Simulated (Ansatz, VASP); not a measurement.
**GaP: VASP beside Ansatz**

```
Ga P
1.0
     0.00000    2.68372    2.68372
     2.68372    0.00000    2.68372
     2.68372    2.68372    0.00000
Ga P
1 1
Cartesian
  0.0000 0.0000 0.0000
  4.0256 4.0256 4.0256
```

Change from the starting cell: strain -0.025 along x and y, -0.025 along z, atoms carried along.

Alike in both runs: task single point; functional PBE; k mesh 8 × 8 × 8; occupations gaussian, width 0.05 eV; no spin polarisation.

```csv
,VASP,Ansatz
version,VASP 6.6.1,Ansatz 0.2.0
potentials or method,"VASP PAW PBE potentials, release 64 (Ga_d, P)","scalar-relativistic, plane waves, PAW"
plane-wave cutoff (eV),520,420
valence electrons in the cell,18,18
```

Ansatz gave:

| Item | Value |
| --- | --- |
| gap on the k mesh at the Fermi level (eV) | 1.55 |
| least direct gap on the mesh (eV) | 2.21 |
| pressure (GPa) | 7.0 |

Q: Which values does VASP return?

A: gap on the k mesh at the Fermi level (eV): 1.55; least direct gap on the mesh (eV): 2.21; pressure (GPa): 6.9.

A k mesh can miss the band edges.
